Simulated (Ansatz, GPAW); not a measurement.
Given: the input of a run of GPAW 26.7.0 (ASE script) on Hf (Hafnium). 

The input run.py:

```python
from ase.dft.bandgap import bandgap
from ase.io import read, write
from ase.units import GPa
from gpaw import GPAW, PW

atoms = read('POSCAR')

calc = GPAW(mode=PW(600),
            xc='PBE',
            kpts={'size': (10, 10, 5), 'gamma': True},
            occupations={'name': 'methfessel-paxton', 'order': 0, 'width': 0.024},
            nbands=24,
            convergence={'density': 1e-05, 'energy': 1e-05},
            maxiter=150,
            txt='gpaw.txt')
atoms.calc = calc
energy = atoms.get_potential_energy()
forces = atoms.get_forces()
stress = atoms.get_stress()
calc.write('gs.gpw')
write('result.traj', atoms)
print(f'Energy: {energy:.6f} eV')
print('Forces (eV/A):')
print(forces.round(4))
print('Stress (GPa):', (stress / GPa).round(3))
print('Fermi level:', round(calc.get_fermi_level(), 4), 'eV')
print(f'Gap: {bandgap(calc)[0]:.4f} eV, direct: {bandgap(calc, direct=True)[0]:.4f} eV')
```

File POSCAR:

```
Hf
1.0
    3.1967000000      0.0000000000      0.0000000000
   -1.5983500000      2.7684234083      0.0000000000
    0.0000000000      0.0000000000      5.0578000000
Hf
2
Direct
    0.6666666667      0.3333333333      0.7500000000
    0.3333333333      0.6666666667      0.2500000000
```

Potentials or basis: GPAW PAW data sets (gpaw-data 1.2.1), pw.

Launch:

```console
$ OMP_NUM_THREADS=1 python run.py
```

Problem. Translate it to Ansatz 0.2.0. Potentials or basis there: Ansatz PAW, cutoff 420 eV.

Solution. As run (cutoffs and basis follow the program's own potentials, and thresholds, step limits or extra output files can differ):

The input input.yaml:

```yaml
crystal:
  lattice:
    - [3.1967, 0.0, 0.0]
    - [-1.59835, 2.7684234083, 0.0]
    - [0.0, 0.0, 5.0578]
  atoms:
    - { symbol: Hf, position: [0.6666666667, 0.3333333333, 0.75] }
    - { symbol: Hf, position: [0.3333333333, 0.6666666667, 0.25] }
hamiltonian:
  xc: pbe
  pseudopotentials: { kind: paw }
kpoints:
  mp_grid: { grid: [10, 10, 5] }
scf:
  occupations: { method: gaussian, width: 0.024 }
output:
  forces: true
  stress: true
  eigenvalues: true
```

Potentials or basis: Ansatz PAW.

Run with:

```console
$ ansatz run input.yaml --threads 2 --pin off --max-ram 5632MiB --backend cpu --events-out ev --progress --plain --runs-dir out
```

Both were run:

|  | GPAW | Ansatz |
| --- | --- | --- |
| Pressure | 0.9 GPa | 0.6 GPa |

Ansatz's pressure holds a Pulay term of +0.05 GPa for its cutoff of 420 eV, which the other run lacks.

The potentials hold 24 and 52 valence electrons a cell.

Where Ansatz's input types no cutoff or centring, it takes its own default and a Γ-centred mesh.

Pressure is positive in compression.
